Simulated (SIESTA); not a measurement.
Input of a SIESTA 5.4.2 run:

The input HgSe.fdf:

```
SystemName                      HgSe
SystemLabel                     HgSe
NumberOfSpecies                 2
NumberOfAtoms                   2
%block ChemicalSpeciesLabel
  1  80 Hg
  2  34 Se
%endblock ChemicalSpeciesLabel

LatticeConstant                 1.0 Ang
%block LatticeVectors
     0.0000000000     3.0390000000     3.0390000000
     3.0390000000     0.0000000000     3.0390000000
     3.0390000000     3.0390000000     0.0000000000
%endblock LatticeVectors
AtomicCoordinatesFormat         Fractional
%block AtomicCoordinatesAndAtomicSpecies
     0.0000000000     0.0000000000     0.0000000000  1  Hg
     0.7500000000     0.7500000000     0.7500000000  2  Se
%endblock AtomicCoordinatesAndAtomicSpecies

%block kgrid.MonkhorstPack
    8   0   0  0.0
    0   8   0  0.0
    0   0   8  0.0
%endblock kgrid.MonkhorstPack
XC.Functional                   GGA
XC.Authors                      RPBE
PAO.BasisSize                   DZP
PAO.EnergyShift                 0.002 Ry
Mesh.Cutoff                     800 Ry
OccupationFunction              FD
ElectronicTemperature           0.05 eV
MaxSCFIterations                120
SCF.MustConverge                false
SCF.Mixer.Method                Pulay
SCF.Mixer.Weight                0.25
SCF.Mixer.History               8
SCF.DM.Tolerance                5.0e-05
SCF.H.Tolerance                 1.0e-03 eV
WriteForces                     true
Charge.Mulliken                 end
MD.TypeOfRun                    CG
MD.Steps                        40
MD.MaxForceTol                  0.04 eV/Ang
MD.MaxDispl                     0.1 Ang
WriteCoorStep                   true
AtomCoorFormatOut               Fractional
MD.VariableCell                 true
MD.MaxStressTol                 0.1 GPa
```

Potentials or basis: PseudoDojo 0.4 standard (PBE files), DZP (energy shift 0.002 Ry).

Run with:

```bash
$ siesta < HgSe.fdf > HgSe.out 2>&1
```

Problem. Estimate the relaxed volume.

Solution. 32.93 Å³/atom.

Problem. Estimate the band gap on the k mesh.

Solution. None (metal or under the smearing width).

Problem. What does it give for the space group after relaxing (to 0.05 Å)?

Solution. F-43m (No. 216).

Problem. What does it give for the relaxed cell?

Solution. a = 4.533 Å, b = 4.533 Å, c = 4.533 Å, α = 59.99°, β = 59.99°, γ = 59.99°.

The path:
```csv
step,energy change (eV),largest force (eV/Å),pressure (GPa),volume (Å³)
1,0.0000,0.0000,8.49,56.13
2,-0.0883,0.0005,6.20,58.10
3,-0.1803,0.0011,3.10,61.34
4,-0.2193,0.0015,0.48,64.99
5,-0.2065,0.0013,-1.47,68.77
6,-0.2206,0.0014,-0.01,65.87
```

Caveat: semicore shells carry a single zeta, which can move pressures by several GPa and volumes by a few percent; the volume moved by over 15 % at a fixed basis, so the end points are rough; the valence orbitals were made in a potential fitted to the semicore shell under them, which widens gaps by tenths of an eV or more; the potentials were made for another functional, which shifts forces and pressure; the volume moved by +17 % from the deposited cell, more than functionals usually miss; the basis of atomic orbitals isn't converged, which shifts pressures, moduli and gaps. Spin-orbit coupling is left out, which matters for the levels of Hg.
